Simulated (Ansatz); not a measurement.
Migration of H in GaN

These are results of DFT PBE, scalar-relativistic, plane waves, PAW in Ansatz 0.2.0, not measurements. (420 eV cutoff, 3×3×3 k-mesh, Gaussian smearing of 0.02 eV, no spin polarisation)

In a supercell of 12 host sites with charge +1, interstitial H hops to an equivalent place, moving 1.25 Å between the relaxed ends. Climbing-image nudged elastic band at fixed cell with images 0 (start) to 6 (end), the path measured over all atoms, converged to 0.05 eV/Å; the order of the saddle wasn't checked, and the small cell leaves errors of about a tenth of an eV. Zero-point motion and tunnelling, which matter for H, are left out.

Start:

```xyz
13
Lattice="0.0000 0.0000 -5.2432 4.8276 2.7872 0.0000 0.0000 -5.5744 0.0000" Properties=species:S:1:pos:R:3 pbc="T T T"
Ga    3.1927   -1.7385   -2.5586
Ga    1.5535    0.8967   -2.6061
Ga    4.9184    0.8466   -2.5584
Ga    1.6141   -0.9343   -0.0046
Ga   -0.0021   -3.7094   -0.0045
Ga    3.1860    1.8395   -0.1434
N     3.2160   -1.8502   -0.6348
N     1.5952    0.9209   -0.6756
N     4.8332    0.9230   -0.6347
N     1.6113   -0.9043   -3.2819
N     0.0228   -3.7271   -3.2819
N     3.3502    1.9343   -3.3231
H    -0.6266   -0.3624   -3.6733
```

Atom 13 jumps to (-0.001, 0.724, -3.673) Å.

Give the energy along the band and the structure at its top.

| image | path (Å) | E − E(0) (eV) | H x (Å) | H y (Å) | H z (Å) | force on H (eV/Å) |
| --- | --- | --- | --- | --- | --- | --- |
| 0 | 0.00 | 0.000 | -0.627 | -0.362 | -3.673 | 0.00 |
| 1 | 0.28 | 0.054 | -0.675 | -0.148 | -3.569 | 0.46 |
| 2 | 0.56 | 0.453 | -0.616 | 0.072 | -3.518 | 2.08 |
| 3 | 0.84 | 0.966 | -0.506 | 0.292 | -3.506 | 0.01 |
| 4 | 1.12 | 0.454 | -0.371 | 0.497 | -3.518 | 2.08 |
| 5 | 1.40 | 0.055 | -0.210 | 0.658 | -3.568 | 0.47 |
| 6 | 1.68 | 0.000 | -0.001 | 0.724 | -3.673 | 0.00 |

Barrier 0.97 eV. Image 3:
```xyz
13
Lattice="0.0000 0.0000 -5.2432 4.8276 2.7872 0.0000 0.0000 -5.5744 0.0000" Properties=species:S:1:pos:R:3 pbc="T T T"
Ga    3.0660   -1.7702   -2.4888
Ga    1.6671    0.9293   -2.6290
Ga    4.8563    0.8786   -2.6291
Ga    1.6236   -0.9374   -0.0149
Ga    0.0368   -3.7339   -0.0729
Ga    3.2520    1.8350   -0.0729
N     3.2290   -1.8643   -0.6191
N     1.6555    0.9157   -0.6842
N     4.8622    0.8955   -0.6842
N     1.5956   -0.9213   -3.3014
N    -0.0128   -3.9207   -3.3393
N     3.3889    1.9713   -3.3393
H    -0.5060    0.2920   -3.5060
```

Cost: 1 run of about 18 core-minutes, on Arm Neoverse N1 (shared hosts).